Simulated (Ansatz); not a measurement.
## Kick test of a cell of CdSe

It was relaxed at this level from a Materials Project cell.

The calculation used DFT PBE, scalar-relativistic, plane waves, PAW (Ansatz 0.2.0). Plane waves to 420 eV, a k mesh through Γ of 10×10×10 on the computed 2-atom cell and Gaussian smearing (0.02 eV); no spin polarisation.

The cell below (2 atoms, space group F-43m (No. 216)) is relaxed within its symmetry.

```
Cd Se
1.0
     0.00000    3.09841    3.09841
     3.09841    0.00000    3.09841
     3.09841    3.09841    0.00000
Cd Se
1 1
Direct
  0.00000 0.00000 0.00000
  0.25000 0.25000 0.25000
```

For the test a repeat of it with 4 atoms (edges 4.38, 4.38, 7.59 Å) was strained at random (σ = 1.5 % a component), the atoms were moved at random (σ = 0.10 Å), and all was relaxed again on a coarse 6×6×6 mesh (in the run’s order of axes) with 0.10 eV smearing, with no symmetry imposed.

Task: Does it come back?

Result: It returns, within 1 meV/atom of the unmoved cell on that mesh and with the same symmetry when read at 0.1 Å (P1 at 0.01 Å, so small strains and shifts remain). So it is stable against the distortions that fit this cell and that this random move excites. Modes that don't fit the cell aren't tested.
